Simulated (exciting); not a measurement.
# ZrB2 (P6/mmm) in exciting: reference runs

Aim: a first look at ZrB2 with PBEsol, on the cell as given.

All numbers are computed with exciting (release sodium); they aren't measurements. Logs are shortened: lines on timing, memory, paths and dates and some standing lists are left out, and cuts for length are marked.

### 1 The crystal as given

It takes space group P6/mmm (No. 191, hexagonal). The conventional cell has a = 3.170 Å, b = 3.170 Å, c = 3.533 Å, α = 90.00°, β = 90.00°, γ = 120.00°. Zr (site symmetry 6/mmm) is surrounded by 12 B at 2.54 Å. B (site symmetry -6m2) is surrounded by 3 B at 1.83 Å.

### 2 Single point, PBEsol

The input, input.xml:

```xml
<input>
  <title>ZrB2</title>
  <structure speciespath="./" tshift="false">
    <crystal scale="1">
      <basevect>5.990431815064 0.000000000000 0.000000000000</basevect>
      <basevect>-2.995215907532 5.187866131490 0.000000000000</basevect>
      <basevect>0.000000000000 0.000000000000 6.676402398303</basevect>
    </crystal>
    <species speciesfile="Zr.xml" rmt="2.3">
      <atom coord="0.000000000000 0.000000000000 0.000000000000"/>
    </species>
    <species speciesfile="B.xml" rmt="1.45">
      <atom coord="0.666666666700 0.333333333300 0.500000000000"/>
      <atom coord="0.333333333300 0.666666666700 0.500000000000"/>
    </species>
  </structure>
  <groundstate do="fromscratch" ngridk="10 10 8" rgkmax="7" gmaxvr="14" lmaxapw="10" lmaxmat="10" lmaxvr="8" xctype="GGA_PBE_SOL" stype="Fermi Dirac" swidth="0.00183747" nempty="16" ValenceRelativity="iora*" epsengy="1e-05" epspot="1e-05" maxscl="60" tforce="true" outputlevel="normal"/>
  <properties>
    <chargedensityplot>
      <plot3d>
        <box grid="16 16 18">
          <origin coord="0 0 0"/>
          <point coord="1 0 0"/>
          <point coord="0 1 0"/>
          <point coord="0 0 1"/>
        </box>
      </plot3d>
    </chargedensityplot>
    <elfplot>
      <plot3d>
        <box grid="16 16 18">
          <origin coord="0 0 0"/>
          <point coord="1 0 0"/>
          <point coord="0 1 0"/>
          <point coord="0 0 1"/>
        </box>
      </plot3d>
    </elfplot>
    <exccplot>
      <plot3d>
        <box grid="16 16 18">
          <origin coord="0 0 0"/>
          <point coord="1 0 0"/>
          <point coord="0 1 0"/>
          <point coord="0 0 1"/>
        </box>
      </plot3d>
    </exccplot>
  </properties>
</input>
```

Potentials or basis: all-electron LAPW+lo, shipped species files, valence relativity iora*.

Command:

```
> OMP_NUM_THREADS=1 exciting_smp
```

INFO.OUT:

```text
================================================================================
EXCITING SODIUM started
[... 10 lines left out ...]

 Lattice vectors (cartesian) :
      5.9904318151      0.0000000000      0.0000000000
     -2.9952159075      5.1878661315      0.0000000000
      0.0000000000      0.0000000000      6.6764023983

 Reciprocal lattice vectors (cartesian) :
      1.0488701818      0.6055654818     -0.0000000000
      0.0000000000      1.2111309637      0.0000000000
      0.0000000000     -0.0000000000      0.9411034465

 Unit cell volume                           :     207.4862849436
 Brillouin zone volume                      :       1.1955017341

 Species :    1 (Zr)
     parameters loaded from                 :    Zr.xml
     name                                   :    zirconium
     nuclear charge                         :     -40.00000000
     electronic charge                      :      40.00000000
     atomic mass                            :  166291.17910000
     muffin-tin radius                      :       2.30000000
     # of radial points in muffin-tin       :     400

     atomic positions (lattice) :
       1 :   0.00000000  0.00000000  0.00000000

 Species :    2 (B)
     parameters loaded from                 :    B.xml
     name                                   :    boron
     nuclear charge                         :      -5.00000000
     electronic charge                      :       5.00000000
     atomic mass                            :   19707.24741000
     muffin-tin radius                      :       1.45000000
     # of radial points in muffin-tin       :     250

     atomic positions (lattice) :
       1 :   0.66666667  0.33333333  0.50000000
       2 :   0.33333333  0.66666667  0.50000000

 Total number of atoms per unit cell        :       3

 Spin treatment                             :    spin-unpolarised

 Number of Bravais lattice symmetries       :      24
 Number of crystal symmetries               :      24

 k-point grid                               :      10   10    8
 Total number of k-points                   :      70
 k-point set is reduced with crystal symmetries

 R^MT_min * |G+k|_max (rgkmax)              :       7.00000000
 Species with R^MT_min                      :       2 (B)
 Maximum |G+k| for APW functions            :       4.82758621
 Maximum |G| for potential and density      :      14.00000000

 G-vector grid sizes                        :      27    27    30
 Total number of G-vectors                  :    9647

 Maximum angular momentum used for
     APW functions                          :      10
     computing H and O matrix elements      :      10
     potential and density                  :       8
     inner part of muffin-tin               :       2

 Total nuclear charge                       :     -50.00000000
 Total electronic charge                    :      50.00000000
 Total core charge                          :      32.00000000
 Total valence charge                       :      18.00000000

 Number of empty states                     :      16
 Total number of valence states             :      26

 Maximum Hamiltonian size                   :     439
 Maximum number of plane-waves              :     418
 Total number of local-orbitals             :      21

 Exchange-correlation type                  :      22
     PBEsol, Phys. Rev. Lett. 100, 136406 (2008)
     Generalised gradient approximation (GGA)

[... 20 lines left out ...]
+ SCF iteration number :    1                                                  +
++++++++++++++++++++++++++++++++++++++++++++++++++++++++++++++++++++++++++++++++
 Total energy                               :     -3639.33319262
 _______________________________________________________________
 Fermi energy                               :         0.45542555
 Kinetic energy                             :      3771.05061389
 Coulomb energy                             :     -7290.21131557
 Exchange energy                            :      -117.43565946
 Correlation energy                         :        -2.73683149

 DOS at Fermi energy (states/Ha/cell)       :         9.35154555

 Electron charges :
     core                                   :        32.00000000
     core leakage                           :         0.00158869
     valence                                :        18.00000000
     interstitial                           :         6.31533517
     charge in muffin-tin spheres :
                  atom     1    Zr          :        36.97413575
                  atom     2     B          :         3.35526454
                  atom     3     B          :         3.35526454
     total charge in muffin-tins            :        43.68466483
     total charge                           :        50.00000000
[... 254 lines left out ...]
 Electron charges :
     core                                   :        32.00000000
     core leakage                           :         0.00159220
     valence                                :        18.00000000
     interstitial                           :         6.25649487
     charge in muffin-tin spheres :
                  atom     1    Zr          :        37.34806956
                  atom     2     B          :         3.19771779
                  atom     3     B          :         3.19771779
     total charge in muffin-tins            :        43.74350513
     total charge                           :        50.00000000

 RMS change in effective potential (target) :  0.990434E-01  ( 0.100000E-04)
 Absolute change in total energy   (target) :  0.825974      ( 0.100000E-04)
 Charge distance                   (target) :  0.113318E-02  ( 0.100000E-04)
 Abs. change in max-nonIBS-force   (target) :   0.00000      ( 0.500000E-04)

++++++++++++++++++++++++++++++++++++++++++++++++++++++++++++++++++++++++++++++++
[... 6 further cycles ...]
+ SCF iteration number :   17                                                  +
++++++++++++++++++++++++++++++++++++++++++++++++++++++++++++++++++++++++++++++++
 Total energy                               :     -3646.76661619
 _______________________________________________________________
 Fermi energy                               :         0.45962212
 Kinetic energy                             :      3765.75026527
 Coulomb energy                             :     -7292.23704840
 Exchange energy                            :      -117.53420537
 Correlation energy                         :        -2.74562769

 DOS at Fermi energy (states/Ha/cell)       :         9.06381789

 Electron charges :
     core                                   :        32.00000000
     core leakage                           :         0.00159258
     valence                                :        18.00000000
     interstitial                           :         6.25258511
     charge in muffin-tin spheres :
                  atom     1    Zr          :        37.35875669
                  atom     2     B          :         3.19432910
                  atom     3     B          :         3.19432910
     total charge in muffin-tins            :        43.74741489
     total charge                           :        50.00000000
[... 259 lines left out ...]
 Electron charges :
     core                                   :        32.00000000
     core leakage                           :         0.00159259
     valence                                :        18.00000000
     interstitial                           :         6.25257824
     charge in muffin-tin spheres :
                  atom     1    Zr          :        37.35883366
                  atom     2     B          :         3.19429405
                  atom     3     B          :         3.19429405
     total charge in muffin-tins            :        43.74742176
     total charge                           :        50.00000000

 RMS change in effective potential (target) :  0.928787E-07  ( 0.100000E-04)
 Absolute change in total energy   (target) :  0.155753E-05  ( 0.100000E-04)
 Charge distance                   (target) :  0.292615E-08  ( 0.100000E-04)
 Abs. change in max-nonIBS-force   (target) :   0.00000      ( 0.500000E-04)

++++++++++++++++++++++++++++++++++++++++++++++++++++++++++++++++++++++++++++++++
| Convergency criteria checked for the last 2 iterations                       +
| Convergence targets achieved. Performing final SCF iteration                 +
++++++++++++++++++++++++++++++++++++++++++++++++++++++++++++++++++++++++++++++++
 Total energy                               :     -3646.76706851
 _______________________________________________________________
 Fermi energy                               :         0.45961966
 Kinetic energy                             :      3765.74944853
 Coulomb energy                             :     -7292.23669226
 Exchange energy                            :      -117.53419541
 Correlation energy                         :        -2.74562937

 DOS at Fermi energy (states/Ha/cell)       :         9.06563333

 Electron charges :
     core                                   :        32.00000000
     core leakage                           :         0.00159259
     valence                                :        18.00000000
     interstitial                           :         6.25257822
     charge in muffin-tin spheres :
                  atom     1    Zr          :        37.35883371
                  atom     2     B          :         3.19429404
                  atom     3     B          :         3.19429404
     total charge in muffin-tins            :        43.74742178
     total charge                           :        50.00000000

++++++++++++++++++++++++++++++++++++++++++++++++++++++++++++++++++++++++++++++++
+ Self-consistent loop stopped                                                 +
++++++++++++++++++++++++++++++++++++++++++++++++++++++++++++++++++++++++++++++++
 STATE.OUT is written

--------------------------------------------------------------------------------
- Writing atomic positions and forces                                          -
--------------------------------------------------------------------------------

 Atomic positions (lattice) :
 atom     1  Zr  :     0.00000000    0.00000000    0.00000000
 atom     2   B  :     0.66666667    0.33333333    0.50000000
 atom     3   B  :     0.33333333    0.66666667    0.50000000

 Total atomic forces including IBS (cartesian) :
 atom     1  Zr  :    -0.00000000   -0.00000000    0.00000000
 atom     2   B  :    -0.00000000    0.00000000    0.00000000
 atom     3   B  :     0.00000000   -0.00000000    0.00000000

 Atomic force components including IBS (cartesian) :
 atom     1  Zr  :    -0.00000000    0.00000000    0.00000000   HF force
                 :     0.00000000   -0.00000000    0.00000000   core correction
                 :     0.00000000   -0.00000000    0.00000000   IBS correction
 atom     2   B  :     0.00000000   -0.00000000   -0.00000000   HF force
                 :    -0.00000000   -0.00000000   -0.00000000   core correction
                 :    -0.00000000   -0.00000000    0.00000000   IBS correction
 atom     3   B  :    -0.00000000    0.00000000   -0.00000000   HF force
                 :     0.00000000    0.00000000   -0.00000000   core correction
                 :     0.00000000    0.00000000    0.00000000   IBS correction

********************************************************************************
[... 7 lines left out ...]
| EXCITING SODIUM stopped                                                      =
================================================================================
```

Wall time 8.4 min (1 thread of Arm Neoverse V2, shared host); peak memory 0.16 GiB.

What came out:

```yaml
Free_energy: -99233.5901 eV
Band_gap_on_the_k_mesh: none (metal or under the smearing width)
All_electrons_inside_the_program's_atomic_spheres: Zr 37.36; B 3.19 (radii Zr 2.3, B 1.45 bohr)
```

Levels at points of the mesh, in eV from the Fermi level:
| k point | band 5 | band 6 | band 7 | band 8 | band 9 | band 10 | band 11 | band 12 | band 13 | band 14 |
| --- | --- | --- | --- | --- | --- | --- | --- | --- | --- | --- |
| (0.00, 0.00, 0.00) | -12.59 | -2.52 | -2.52 | -2.52 | -2.22 | 3.49 | 3.49 | 4.29 | 4.29 | 5.01 |
| (0.50, 0.00, 0.00) | -8.85 | -8.35 | -3.80 | -2.93 | -2.61 | 2.36 | 2.39 | 5.04 | 5.11 | 6.60 |
| (0.00, 0.00, 0.50) | -10.53 | -6.87 | -0.83 | -0.83 | 0.41 | 0.41 | 0.86 | 0.86 | 1.92 | 5.16 |
| (0.50, 0.00, 0.50) | -9.78 | -6.85 | -4.50 | -4.04 | -1.88 | 3.83 | 4.19 | 5.42 | 6.37 | 6.60 |

Caveat: the log's total energy holds no entropy term; the free energy is that total less TS from the occupations.
